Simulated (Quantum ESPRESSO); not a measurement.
Crystal: CoO.

```
CELL_PARAMETERS angstrom
1.50547 0.86918 2.43993
-1.50547 0.86918 2.43993
0.00000 -1.73837 2.43993
ATOMIC_POSITIONS crystal
Co 0.00000 0.00000 0.00000
O 0.50000 0.50000 0.50000
```

The cell is a database's computed one.

```yaml
Program: Quantum ESPRESSO 7.5
Task: Wannier functions
Functional: PBE
Potentials_or_basis: PseudoDojo 0.4.1 SR PBE standard
Cutoff: 1306 eV
Density_cutoff: 5225 eV
k_mesh: 9 × 9 × 9
Occupations: fermi-dirac, width 0.05 eV
Spin: collinear spin, ferromagnetic start
Starting_moments: "[2.0, 0.0] μB"
Iterations: 0
Mixing_beta: 0.3
Most_SCF_iterations: 120
SCF_threshold: 4e-10 Ry
k_mesh_for_the_Wannier_functions: 6 × 6 × 6
Projections: Co spd, O sp
```

Start: atomic projections with disentanglement, frozen window up to 1.0 eV over the reference level; the lowest 4 bands are left out; no minimisation of the spread. The reference level is the Fermi level, or the middle of the gap.

Question: With atomic projections with disentanglement, how many functions result, how localised are they, and how well do they interpolate the bands?

Answer: 26 functions with spreads from 0.45 to 1.74 Å², 22.7 Å² in all; they miss the direct bands by 2 meV (root mean square).

Spin up: Wannier functions:
| function | nearest atom | distance (Å) | spread (Å²) | on-site energy from the reference level (eV) |
| --- | --- | --- | --- | --- |
| 1 | 1 Co | 0.00 | 1.69 | 6.76 |
| 2 | 1 Co | 0.00 | 1.70 | 13.31 |
| 3 | 1 Co | 0.00 | 1.70 | 13.31 |
| 4 | 1 Co | 0.00 | 1.70 | 13.31 |
| 5 | 1 Co | 0.00 | 0.48 | -2.95 |
| 6 | 1 Co | 0.00 | 0.45 | -3.52 |
| 7 | 1 Co | 0.00 | 0.45 | -3.52 |
| 8 | 1 Co | 0.00 | 0.46 | -3.24 |
| 9 | 1 Co | 0.00 | 0.46 | -3.24 |
| 10 | 2 O | 0.00 | 0.50 | -17.32 |
| 11 | 2 O | 0.00 | 0.53 | -3.46 |
| 12 | 2 O | 0.00 | 0.53 | -3.47 |
| 13 | 2 O | 0.00 | 0.53 | -3.47 |
Spin down: Wannier functions:
```
function  nearest atom  distance (Å)  spread (Å²)  on-site energy from the reference level (eV)
       1          1 Co          0.00         1.73                                          7.51
       2          1 Co          0.00         1.74                                         13.82
       3          1 Co          0.00         1.74                                         13.84
       4          1 Co          0.00         1.74                                         13.84
       5          1 Co          0.00         0.52                                         -0.77
       6          1 Co          0.00         0.51                                         -0.34
       7          1 Co          0.00         0.51                                         -0.34
       8          1 Co          0.00         0.51                                         -0.56
       9          1 Co          0.00         0.51                                         -0.56
      10           2 O          0.00         0.49                                        -16.60
      11           2 O          0.00         0.52                                         -2.80
      12           2 O          0.00         0.51                                         -2.81
      13           2 O          0.00         0.51                                         -2.81
```

Parts of the spread (Å²): spin up: invariant 6.15, diagonal 0.000, off-diagonal 5.04, total 11.19; spin down: invariant 6.25, diagonal 0.000, off-diagonal 5.29, total 11.54. Against the direct bands the interpolation misses by 2 meV (root mean square) and 25 meV at most, for states up to 1 eV over the reference level.

Caveat: a cell with one magnetic atom can't hold antiferromagnetic order, which such compounds often take; semilocal functionals often make such compounds metallic where correlation or magnetic order opens a gap, which also shifts bond lengths.
